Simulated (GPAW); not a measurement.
Crystal: BaS.

```
Ba S
1.0
     0.00000    3.19375    3.19375
     3.19375    0.00000    3.19375
     3.19375    3.19375    0.00000
Ba S
1 1
Direct
  0.00000 0.00000 0.00000
  0.50000 0.50000 0.50000
```

* Program: GPAW 26.7.0
* Task: relaxation of cell and atoms
* Functional: BLYP
* Potentials or basis: PAW data sets generated in the run's folder for this functional
* Cutoff: 600 eV
* Basis: pw
* k mesh: 7 × 7 × 7
* Occupations: fermi-dirac, width 0.05 eV
* Spin: no spin polarisation

At the start: pressure 3.4 GPa; volume 32.58 Å³/atom.

Question: Where does the relaxation end?

Answer: Over 4 steps the energy falls by 26.6 meV/atom and the volume is 35.16 Å³/atom (+7.9 %); space group Fm-3m (No. 225, to 0.05 Å).

The path:
```tsv
step	energy change (eV)	largest force (eV/Å)	pressure (GPa)	volume (Å³)
1	0.0000	0.0000	3.44	65.15
2	-0.0189	0.0000	2.68	66.14
3	-0.0528	0.0000	0.21	69.98
4	-0.0532	0.0000	0.01	70.33
```

Final structure:
```yaml
crystal:
  lattice:
    - [0.00000, 3.27619, 3.27619]
    - [3.27619, 0.00000, 3.27619]
    - [3.27619, 3.27619, 0.00000]
  atoms:
    - { symbol: Ba, position: [0.00000, 0.00000, 0.00000] }
    - { symbol: S, position: [0.50000, 0.50000, 0.50000] }
```

Caveat: later steps reuse the first step's grids.
